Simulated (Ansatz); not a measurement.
Computed properties of Ba

```
Ba
1.0
    -2.50000    2.50000    2.50000
     2.50000   -2.50000    2.50000
     2.50000    2.50000   -2.50000
Ba
1
Cartesian
  0.0000 0.0000 0.0000
```

Conventional cell: a = 5.000 Å, b = 5.000 Å, c = 5.000 Å, α = 90.00°, β = 90.00°, γ = 90.00°. Ba (atom 1) has 8 Ba at 4.33 Å as nearest neighbours.

The cell is a measured one (Crystallography Open Database entry 9008528); the temperature and pressure of the measurement aren't taken into account, and nothing was relaxed.

Spin–orbit coupling is left out, though it moves levels of the heavy atoms by tenths of an eV or more.

Level of theory: Ansatz 0.2.0, DFT, PBE, all-electron LAPW, scalar-relativistic.

Settings: a Γ-centred 10×10×10 k mesh, Fermi–Dirac smearing of 0.05 eV, basis error target 0.5 meV/atom, no spin polarisation.

```yaml
Pressure_at_this_cell: 0.11 GPa
Band_gap: "none: bands cross the Fermi level, a metal"
Density_of_states_at_the_Fermi_level_0.2_eV_bin: 1.17 states/eV per cell
Volume_per_atom: 421.8 bohr³
```
